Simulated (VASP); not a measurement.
# Ti3S2 (R32) in VASP: notebook, part 2 of 2

VASP 6.6.1. The steps go on from the part before.

**5. Single point, PBEsol (atoms moved at random, drawn with an rms of 0.05 Å)**

The input, INCAR:

```
SYSTEM = Ti3S2
  PREC = Accurate
  ENCUT = 520
  EDIFF = 1E-7
  ISMEAR = -1
  SIGMA = 0.05
  LREAL = .False.
  LASPH = .True.
  NELM = 100
  ALGO = Normal
  ISIF = 2
  LWAVE = .False.
  LCHARG = .False.
  GGA = PS
  NBANDS = 32
  KPAR = 2
```

The input, KPOINTS:

```
Automatic mesh
0
Gamma
  6 6 6
  0 0 0
```

The input, POSCAR:

```
Ti3S2
1.0
    2.7131139241      1.5664170544      3.2376184047
   -2.7131139241      1.5664170544      3.2376184047
    0.0000000000     -3.1328341088      3.2376184047
Ti S
3 2
Direct
    0.0050380000      0.3388620000      0.6543340000
    0.6614490000      0.0070210000      0.3345490000
    0.3325830000      0.6591530000     -0.0001120000
    0.1489870000      0.1921150000      0.1645920000
    0.8377220000      0.8379890000      0.8277830000
```

Potentials or basis: VASP PAW PBE potentials, release 64 (Ti_sv, S).

On the command line:

```bash
$ cat potpaw_PBE.64/Ti_sv/POTCAR potpaw_PBE.64/S/POTCAR > POTCAR
$ mpirun -np 2 vasp_std > vasp.out
```

OUTCAR:

```text
SYSTEM = Ti3S2
   PREC = Accurate
   ENCUT = 520
   EDIFF = 1E-7
   ISMEAR = -1
   LREAL = .False.
   LASPH = .True.
   NELM = 100
   ISIF = 2
   GGA = PS

 ion  position               nearest neighbor table
   1  0.005  0.339  0.654-   4 2.35   4 2.43   5 2.43   5 2.44
   2  0.661  0.007  0.335-   4 2.42   5 2.42   5 2.46   4 2.48
   3  0.333  0.659  1.000-   4 2.33   5 2.42   5 2.47   4 2.56
   4  0.149  0.192  0.165-   3 2.33   1 2.35   2 2.42   1 2.43   2 2.48   3 2.56
   5  0.838  0.838  0.828-   3 2.42   2 2.42   1 2.43   1 2.44   2 2.46   3 2.47

  LATTYP: Found a trigonal (rhomboedric) cell.
 ALAT       =     4.5051994948
 COS(alpha) =     0.2746660548

  Lattice vectors:

 A1 = (   2.7131139241,   1.5664170544,   3.2376184047)
 A2 = (  -2.7131139241,   1.5664170544,   3.2376184047)
 A3 = (   0.0000000000,  -3.1328341088,   3.2376184047)

Analysis of symmetry for initial positions (statically):
=====================================================================
 Subroutine PRICEL returns:
 Original cell was already a primitive cell.

 Routine SETGRP: Setting up the symmetry group for a
 trigonal (rhombohedral) supercell.

 Subroutine GETGRP returns: Found  1 space group operations
 (whereof  1 operations were pure point group operations)
 out of a pool of 12 trial point group operations.

The static configuration has the point symmetry C_1 .

Analysis of symmetry for dynamics (positions and initial velocities):
=====================================================================
 Subroutine PRICEL returns:
 Original cell was already a primitive cell.

 Routine SETGRP: Setting up the symmetry group for a
 trigonal (rhombohedral) supercell.

 Subroutine GETGRP returns: Found  1 space group operations
 (whereof  1 operations were pure point group operations)
 out of a pool of 12 trial point group operations.

The dynamic configuration has the point symmetry C_1 .

 Subroutine INISYM returns: Found  1 space group operations
 (whereof  1 operations are pure point group operations),
 and found     1 'primitive' translations

----------------------------------------------------------------------------------------

                                     Primitive cell

  volume of cell :      82.5567

  direct lattice vectors                    reciprocal lattice vectors
     2.713113924  1.566417054  3.237618405     0.184290087  0.106399931  0.102956338
    -2.713113924  1.566417054  3.237618405    -0.184290087  0.106399931  0.102956338
     0.000000000 -3.132834109  3.237618405     0.000000000 -0.212799862  0.102956338

  length of vectors
     4.505199495  4.505199495  4.505199495     0.236397523  0.236397523  0.236397523

  position of ions in fractional coordinates (direct lattice)
     0.005038000  0.338862000  0.654334000
     0.661449000  0.007021000  0.334549000
     0.332583000  0.659153000  0.999888000
     0.148987000  0.192115000  0.164592000
     0.837722000  0.837989000  0.827783000

  ion indices of the primitive-cell ions
   primitive index   ion index
                 1           1
                 2           2
[... 27 lines left out ...]

 Found    112 irreducible k-points:

 Following reciprocal coordinates:
            Coordinates               Weight
  0.000000  0.000000  0.000000      1.000000
  0.166667  0.000000  0.000000      2.000000
  0.000000  0.166667  0.000000      2.000000
  0.000000  0.000000  0.166667      2.000000
  0.333333 -0.000000  0.000000      2.000000
 -0.000000  0.333333  0.000000      2.000000
[... 16 lines left out ...]
 -0.166667  0.500000  0.000000      2.000000
  0.166667  0.000000  0.500000      2.000000
 [... further k-points ...]
   k-points           NKPTS =    112   k-points in BZ     NKDIM =    112   number of bands    NBANDS=     32
   number of dos      NEDOS =    301   number of ions     NIONS =      5
   total plane-waves  NPLWV =  46656
   dimension x,y,z NGX =    36 NGY =   36 NGZ =   36
   dimension x,y,z NGXF=    72 NGYF=   72 NGZF=   72
   ions per type =               3   2
   NGX,Y,Z   is equivalent  to a cutoff of  13.28, 13.28, 13.28 a.u.
   NGXF,Y,Z  is equivalent  to a cutoff of  26.57, 26.57, 26.57 a.u.
 SYSTEM =  Ti3S2
   PREC   = accura    normal or accurate (medium, high low for compatibility)
   ISTART =      0    job   : 0-new  1-cont  2-samecut
   ICHARG =      2    charge: 1-file 2-atom 10-const
   ISPIN  =      1    spin polarized calculation?
   LNONCOLLINEAR =      F non collinear calculations
   LSORBIT =      F    spin-orbit coupling
   LASPH  =      T    aspherical Exc in radial PAW
   ENCUT  =  520.0 eV  38.22 Ry    6.18 a.u.   8.38  8.38  8.38*2*pi/ulx,y,z
   NELM   =    100;   NELMIN=  2; NELMDL= -5     # of ELM steps
   EDIFF  = 0.1E-06   stopping-criterion for ELM
   LREAL  =      F    real-space projection
   EDIFFG = 0.1E-05   stopping-criterion for IOM
   NSW    =      0    number of steps for IOM
   IBRION =     -1    ionic relax: 0-MD 1-quasi-New 2-CG
   NFREE  =      0    steps in history (QN), initial steepest desc. (CG)
   ISIF   =      2    stress and relaxation
   ISYM   =      2    0-nonsym 1-usesym 2-fastsym
   POTIM  = 0.5000    time-step for ionic-motion
   TEBEG  =    0.0;   TEEND  =   0.0 temperature during run
   PSTRESS=    0.0 pullay stress
   NELECT =      48.0000    total number of electrons
   NUPDOWN=      -1.0000    fix difference up-down
   EMIN   =  10.00;   EMAX   =-10.00  energy-range for DOS
   EFERMI =   0.00;   METHOD = LEGACY
   ISMEAR =    -1;   SIGMA  =   0.05  broadening in eV -4-tet -1-fermi 0-gaus
   EFERMI_NEDOS =   21; number of points for ismear=-14 and -15
   IALGO  =     38    algorithm
   IMIX   =      4    mixing-type and parameters
     AMIX     =   0.40;   BMIX     =  1.00
     AMIX_MAG =   1.60;   BMIX_MAG =  1.00
  volume/ion in A,a.u.               =      16.51       111.42
  Fermi-wavevector in a.u.,A,eV,Ry     =   1.366379  2.582082 25.401957  1.866991
  Thomas-Fermi vector in A             =   2.492525
   LORBIT       =      0    0 simple, 1 ext, 2 COOP (PROOUT), +10 PAW based schemes
   GGA     = PS    functional components
   LHFCALC =     F    Hartree Fock is set to
   AEXX    =    0.0000 exact exchange contribution
   IVDW    =     0    specifies the selected vdW correction
   LEPSILON=     F    determine dielectric tensor
   LRPA    =     F    only Hartree local field effects (RPA)
 non-spin polarized calculation
  energy-cutoff  :      520.00
  volume of cell :       82.56
 maximum number of plane-waves:      2238
 NGX is ok and might be reduce to    36
   NGX = 17   NGY = 17   NGZ = 17

 number of electron      48.0000000 magnetization

 Free energy of the ion-electron system (eV)
  ---------------------------------------------------
  ext. energy  EPLUGINS =         0.00000000
  ---------------------------------------------------
  free energy    TOTEN  =       -38.93038261 eV

  energy without entropy =      -38.91026044  energy(sigma->0) =      -38.92032153

 E-fermi :   8.4390     XC(G=0): -11.3760

 val. band max:        8.4309482499   @ k =   0.3333  -0.0000   0.0000
 cond. band min:       8.4702020343   @ k =   0.0000   0.0000   0.0000
 fundamental gap:      0.0392537844
 Fermi energy:         8.4389758957

 k-point     1 :       0.0000    0.0000    0.0000
  band No.  band energies     occupation
      1     -48.3287      2.00000
      2     -48.2855      2.00000
      3     -48.2612      2.00000
      4     -24.7931      2.00000
      5     -24.7876      2.00000
      6     -24.7458      2.00000
[... 829 lines left out ...]
     31      10.8643      0.00000
     32      10.9713      0.00000

 [... further k-points ...]

------------------------ aborting loop because EDIFF is reached ----------------------------------------

  FORCE on cell =-STRESS in cart. coord.  units (eV):
  Direction    XX          YY          ZZ          XY          YZ          ZX
  --------------------------------------------------------------------------------------
  -------------------------------------------------------------------------------------
  Total       -2.7524912     -1.2623978     -2.0542808     -0.7061094      0.0106113     -0.1051537
  in kB      -53.4175758    -24.4993453    -39.8674123    -13.7034595      0.2059327     -2.0407164
  external PRESSURE =     -39.2614445 kB  Pullay stress =       0.0000000 kB

 VOLUME and BASIS-vectors are now :
 -----------------------------------------------------------------------------
  energy-cutoff  :      520.00
  volume of cell :       82.56
      direct lattice vectors                 reciprocal lattice vectors
     2.713113924  1.566417054  3.237618405     0.184290087  0.106399931  0.102956338
    -2.713113924  1.566417054  3.237618405    -0.184290087  0.106399931  0.102956338
     0.000000000 -3.132834109  3.237618405     0.000000000 -0.212799862  0.102956338

 POSITION                                       TOTAL-FORCE (eV/Angst)
 -----------------------------------------------------------------------------------
     -0.90570     -1.51123      3.23190        -0.396305     -0.384511      0.293345
      1.77554     -0.00098      3.24739        -0.114987      0.049858     -0.383484
     -0.88602     -1.57901      6.44812        -0.411661      0.721723      0.931452
     -0.11701      0.01867      1.63724         1.229738     -0.072366     -0.465317
     -0.00072      0.03156      8.10536        -0.306785     -0.314704     -0.375996
 -----------------------------------------------------------------------------------
    total drift:                               -0.000097     -0.000165      0.000206

  FREE ENERGIE OF THE ION-ELECTRON SYSTEM (eV)
  ---------------------------------------------------
  free  energy   TOTEN  =       -38.9303826123 eV

  energy  without entropy=      -38.9102604397  energy(sigma->0) =      -38.92032153
```

OSZICAR:

```text
N       E                     dE             d eps       ncg     rms          rms(c)
DAV:   1     0.611686116687E+03    0.61169E+03   -0.23658E+04  7168   0.174E+03
DAV:   2     0.387848904412E+02   -0.57290E+03   -0.55487E+03  7192   0.529E+02
DAV:   3    -0.358715280922E+02   -0.74656E+02   -0.72215E+02 11072   0.165E+02
DAV:   4    -0.435301376834E+02   -0.76586E+01   -0.75791E+01 11504   0.469E+01
DAV:   5    -0.439117655303E+02   -0.38163E+00   -0.38145E+00 10368   0.961E+00    0.204E+01
DAV:   6    -0.389292779664E+02    0.49825E+01   -0.31684E+01  9904   0.420E+01    0.718E+00
DAV:   7    -0.390306315269E+02   -0.10135E+00   -0.25585E+00 11208   0.131E+01    0.525E+00
DAV:   8    -0.389848851715E+02    0.45746E-01   -0.73141E-01 10616   0.736E+00    0.405E+00
DAV:   9    -0.389314314066E+02    0.53454E-01   -0.20132E-01 10496   0.368E+00    0.741E-01
DAV:  10    -0.389295493634E+02    0.18820E-02   -0.39086E-02 11632   0.147E+00    0.437E-01
DAV:  11    -0.389305856936E+02   -0.10363E-02   -0.72745E-03 10760   0.126E+00    0.386E-01
DAV:  12    -0.389303569440E+02    0.22875E-03   -0.34182E-03 10168   0.823E-01    0.805E-02
DAV:  13    -0.389303733157E+02   -0.16372E-04   -0.59559E-04 10408   0.232E-01    0.309E-02
DAV:  14    -0.389303822640E+02   -0.89483E-05   -0.52357E-05 10624   0.622E-02    0.116E-02
DAV:  15    -0.389303823505E+02   -0.86424E-07   -0.67998E-06 10624   0.260E-02    0.356E-03
DAV:  16    -0.389303825774E+02   -0.22698E-06   -0.80386E-07  9632   0.894E-03    0.164E-03
DAV:  17    -0.389303826123E+02   -0.34889E-07   -0.75516E-08  6256   0.341E-03
   1 F= -.38930383E+02 E0= -.38920322E+02  d E =-.201222E-01
```

Wall time 2.6 min (2 MPI ranks of Intel Xeon Platinum 8259CL at 2.50GHz (Skylake/Cascade Lake), shared host); peak memory 0.36 GiB.

What came out:

```
Free energy            : -38.9304 eV
Pressure               : -3.9 GPa
Largest force          : 1.317 eV/Å
Band gap on the k mesh : none (metal or under the smearing width)
```

Forces on the atoms (eV/Å):
```
Ti  -0.396 -0.385  0.293
Ti  -0.115  0.050 -0.383
Ti  -0.412  0.722  0.931
S    1.230 -0.072 -0.465
S   -0.307 -0.315 -0.376
```

Stress tensor (GPa, compression positive):
```
-5.34 -1.37 -0.20
-1.37 -2.45  0.02
-0.20  0.02 -3.99
```

Levels at points of the mesh, in eV from the Fermi level:
```
           k point  band 21  band 22  band 23  band 24  band 25  band 26  band 27  band 28
(0.00, 0.00, 0.00)    -2.15    -1.45    -0.09     0.03     0.54     0.59     1.67     1.79
(0.50, 0.00, 0.00)    -0.92    -0.87    -0.58    -0.56    -0.12     0.83     1.28     1.32
(0.00, 0.50, 0.00)    -1.05    -0.91    -0.73    -0.37    -0.17     0.74     1.28     1.37
(0.00, 0.00, 0.50)    -1.02    -0.86    -0.70    -0.41    -0.09     0.80     1.30     1.34
(0.50, 0.50, 0.00)    -1.45    -1.12    -0.67    -0.21     0.09     0.65     1.29     1.36
(0.50, 0.00, 0.50)    -1.39    -1.09    -0.63    -0.23     0.04     0.67     1.36     1.53
(0.00, 0.50, 0.50)    -1.50    -0.94    -0.78    -0.19     0.07     0.71     1.33     1.57
(0.50, 0.50, 0.50)    -0.82    -0.27    -0.14    -0.04     0.24     0.36     0.81     0.83
```

Caveat: the PAW data sets were made with another functional, which shifts forces and pressure a little.

**6. Overview**

```tsv
level	cell	ladder	gap on the mesh (eV)	pressure (GPa)	largest force (eV/Å)
PBE	as given	-	none	0.4	0.04
PBE	atoms moved at random, drawn with an rms of 0.05 Å	-	none	0.8	1.35
PBEsol	as given	free	none	-4.3	0.04
PBEsol	atoms moved at random, drawn with an rms of 0.05 Å	free	none	-3.9	1.32
```

Alike in all rows: task single point; potentials or basis VASP PAW PBE potentials, release 64 (Ti_sv, S); no spin polarisation; k mesh 6 × 6 × 6; cutoff (eV) 520; smearing fermi-dirac 0.05 eV.

Caveats: the PAW data sets were made with another functional, which shifts forces and pressure a little (some runs).

Absolute energies hang on the potentials; compare differences alone.
